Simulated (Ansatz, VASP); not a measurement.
**Na in VASP and in Ansatz**

File INCAR:

```
PREC = Accurate
ENCUT = 520
EDIFF = 1E-6
ISMEAR = -1
SIGMA = 0.05
LREAL = F
LASPH = T
NELM = 100
ALGO = Normal
ISIF = 2
LWAVE = F
LCHARG = T
GGA = PS
LELF = T
LVHAR = T
NBANDS = 10
```

Contents of KPOINTS:

```
Automatic mesh
0
Gamma
  12 12 12
```

File POSCAR:

```
Na
1.0
   -2.1590301515      2.1590301515      2.1590301515
    2.1590301515     -2.1590301515      2.1590301515
    2.1590301515      2.1590301515     -2.1590301515
Na
1
Direct
    0.0000000000      0.0000000000      0.0000000000
```

Input for Ansatz:

```yaml
crystal:
  lattice:
    - [-2.1590301515, 2.1590301515, 2.1590301515]
    - [2.1590301515, -2.1590301515, 2.1590301515]
    - [2.1590301515, 2.1590301515, -2.1590301515]
  atoms:
    - { symbol: Na, position: [0.0, 0.0, 0.0] }
kpoints:
  mp_grid: { grid: [12, 12, 12] }
scf:
  occupations: { method: fermi_dirac, width: 0.05 }
hamiltonian:
  xc: pbesol
  pseudopotentials: { kind: all_electron, lapw: { basis_error: 0.00025 } }
output:
  forces: true
  stress: true
  eigenvalues: true
```

Change from the starting cell: volume scaled by 1.06.

Alike in both runs: task single point; functional PBEsol; k mesh 12 × 12 × 12; occupations fermi-dirac, width 0.05 eV; no spin polarisation.

|  | VASP | Ansatz |
| --- | --- | --- |
| version | VASP 6.6.1 | Ansatz 0.2.0 |
| potentials or method | VASP PAW PBE potentials, release 64 (Na_pv) | all-electron LAPW, scalar-relativistic |
| plane-wave cutoff (eV) | 520 | see its input |

|  | VASP | Ansatz | Ansatz less VASP |
| --- | --- | --- | --- |
| pressure (GPa) | -0.7 | -0.7 | +0.02 |

Ansatz ran all-electron here, so the differences hold the error of VASP's frozen core and of both bases.

Caveats: the PAW data sets were made with another functional, which shifts forces and pressure a little (VASP).
